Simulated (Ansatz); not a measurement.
The system is CdSe.

```
Cd Se
1.0
     0.00000    2.87396    2.87396
     2.87396    0.00000    2.87396
     2.87396    2.87396    0.00000
Cd Se
1 1
Direct
  0.01140 0.98556 0.00223
  0.48194 0.51460 0.49945
```

The cell comes from a database or a generator and needn't be the stable form of this composition.

The cell isn't the ideal one: atoms moved at random, drawn with an rms of 0.05 Å.

* Program: Ansatz 0.2.0
* Task: relaxation of cell and atoms
* Functional: PBE
* Dispersion: D4
* Potentials or basis: all-electron LAPW, relativistic spinors
* Basis error allowed: 0.0005 eV/atom
* k mesh: 6 × 6 × 6
* Occupations: methfessel-paxton, width 0.15 eV
* Spin: spin-orbit coupling, no magnetisation

At the start: volume 23.74 Å³/atom.

Q: How do energy, volume and symmetry change on relaxing?

A: Over 5 steps the energy falls by 14.1 meV/atom and the volume is 22.64 Å³/atom (-4.6 %); space group Fm-3m (No. 225, to 0.05 Å).

The path:
```
step  energy change (eV)  largest force (eV/Å)  volume (Å³)
   1              0.0000                0.1324        47.48
   2             -0.0175                0.1090        44.02
   3             -0.0261                0.0844        45.29
   4             -0.0283                0.0026        45.28
   5             -0.0283                0.0027        45.28
```

Final structure:
```
CELL_PARAMETERS angstrom
0.00024 2.82911 2.82886
2.82902 0.00023 2.82887
2.82925 2.82934 0.00000
ATOMIC_POSITIONS crystal
Cd 0.99687 0.99988 0.00087
Se 0.49646 0.50028 0.50082
```
